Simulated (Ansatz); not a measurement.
# Bi2Te3: stress in a strained cell

Aim: deform Bi2Te3 (zz strain of -3 %) and compute stress, forces and field gradients with LAPW, PAW and all-electron datasets made for the crystal.

Computed with Ansatz 0.2.0 (DFT LDA, scalar-relativistic, unless a step's input says otherwise).

### Step 1. Starting point

It takes space group R3m (No. 160, trigonal). Conventional cell: a = 4.417 Å, b = 4.417 Å, c = 29.840 Å, α = 90.00°, β = 90.00°, γ = 120.00°. Bi (site symmetry 3m) is surrounded by 3 Te at 3.03 Å and 3 Bi at 3.43 Å. Bi (site symmetry 3m) is surrounded by 3 Te at 3.27 Å and 3 Bi at 3.43 Å. Te (site symmetry 3m) has 6 Te at 3.04 to 3.45 Å as nearest neighbours. Around Te (site symmetry 3m) lie 3 Bi at 3.03 Å and 3 Te at 3.45 Å. Around Te (site symmetry 3m) lie 3 Te at 3.04 Å and 3 Bi at 3.27 Å.

As a file:

```cif
data_structure
_symmetry_space_group_name_H-M 'P 1'
_symmetry_Int_Tables_number 1
_cell_length_a 10.2684
_cell_length_b 10.2684
_cell_length_c 10.2684
_cell_angle_alpha 24.840
_cell_angle_beta 24.840
_cell_angle_gamma 24.840
_cell_volume 168.06
loop_
_atom_site_label
_atom_site_type_symbol
_atom_site_fract_x
_atom_site_fract_y
_atom_site_fract_z
_atom_site_occupancy
Bi1 Bi 0.81200 0.81200 0.81200 1
Bi2 Bi 0.40200 0.40200 0.40200 1
Te1 Te 0.61100 0.61100 0.61100 1
Te2 Te 0.20000 0.20000 0.20000 1
Te3 Te 0.00000 0.00000 0.00000 1
```

Atoms are numbered in the order of the input: Bi1, Bi2, Te3, Te4, Te5.

### Step 2. The deformed structure

Space group R3m before, R3m after.

### Step 3. Full-potential LAPW

input.yaml

```yaml
crystal:
  lattice:
    - [2.2085012539, 1.2750787934, 9.6482699]
    - [-2.2085012539, 1.2750787934, 9.6482699]
    - [0.0, -2.5501575869, 9.6482699]
  atoms:
    - { symbol: Bi, position: [0.812, 0.812, 0.812] }
    - { symbol: Bi, position: [0.402, 0.402, 0.402] }
    - { symbol: Te, position: [0.611, 0.611, 0.611] }
    - { symbol: Te, position: [0.2, 0.2, 0.2] }
    - { symbol: Te, position: [0.0, 0.0, 0.0] }
kpoints:
  mp_grid: { grid: [8, 8, 8] }
  band_path:
    path:
      - [0.0, 0.0, 0.0]
      - [0.5, 0.5, 0.5]
      - [0.8216898239, 0.1783101761, 0.5]
      - [0.5, -0.1783101761, 0.1783101761]
      - [0.5, 0.0, 0.0]
      - [0.0, 0.0, 0.0]
      - [0.339155088, -0.339155088, 0.0]
      - [0.660844912, 0.0, 0.339155088]
      - [0.5, 0.0, 0.5]
    npoints: 5
scf:
  occupations: { method: fermi_dirac, width: 0.08 }
hamiltonian:
  xc: lda
  pseudopotentials: { kind: all_electron, lapw: { basis_error: 0.001 } }
output:
  forces: true
  stress: true
  eigenvalues: true
```

Started as:

```console
$ ansatz run input.yaml --threads 2 --pin off --max-ram 8192MiB --backend cpu --events-out ev --progress --plain --runs-dir out
```

### Step 4. Frozen-core PAW

input.yaml

```yaml
crystal:
  lattice:
    - [2.2085012539, 1.2750787934, 9.6482699]
    - [-2.2085012539, 1.2750787934, 9.6482699]
    - [0.0, -2.5501575869, 9.6482699]
  atoms:
    - { symbol: Bi, position: [0.812, 0.812, 0.812] }
    - { symbol: Bi, position: [0.402, 0.402, 0.402] }
    - { symbol: Te, position: [0.611, 0.611, 0.611] }
    - { symbol: Te, position: [0.2, 0.2, 0.2] }
    - { symbol: Te, position: [0.0, 0.0, 0.0] }
kpoints:
  mp_grid: { grid: [8, 8, 8] }
scf:
  occupations: { method: fermi_dirac, width: 0.08 }
hamiltonian:
  xc: lda
  pseudopotentials: { kind: paw }
output:
  forces: true
  stress: true
  eigenvalues: true
  efg: { contact_densities: true }
```

### Step 5. All-electron PAW on datasets made for the crystal

input.yaml: that of step 4 with these lines changed.

```diff
@@ -17,3 +17,3 @@
   xc: lda
-  pseudopotentials: { kind: paw }
+  pseudopotentials: { kind: all_electron, datasets: crystal }
 output:
```

(Steps that only read results are left out.)

What does the calculation give? Wanted: pressure; largest shear or deviatoric stress.

The runs gave:

```
                                 quantity                                              value
                                 pressure  LAPW -0.32, PAW -0.34, crystal datasets -0.32 GPa
largest shear or deviatoric stress (LAPW)                                           0.29 GPa
```

The largest part of the stress beyond the pressure is 0.29 GPa in size, in the zz component; the atoms are carried along and not relaxed. No run of the undeformed cell stands beside it, so the pressure holds what the given cell had before the change. PAW: stress within 0.02 GPa of LAPW, forces within 2 meV/Å. Crystal datasets: stress within 0.01 GPa of LAPW, forces within 1 meV/Å. Spin-orbit coupling is left out, though the cell holds Bi; in elements this heavy it can shift bands and gaps by tenths of an eV.
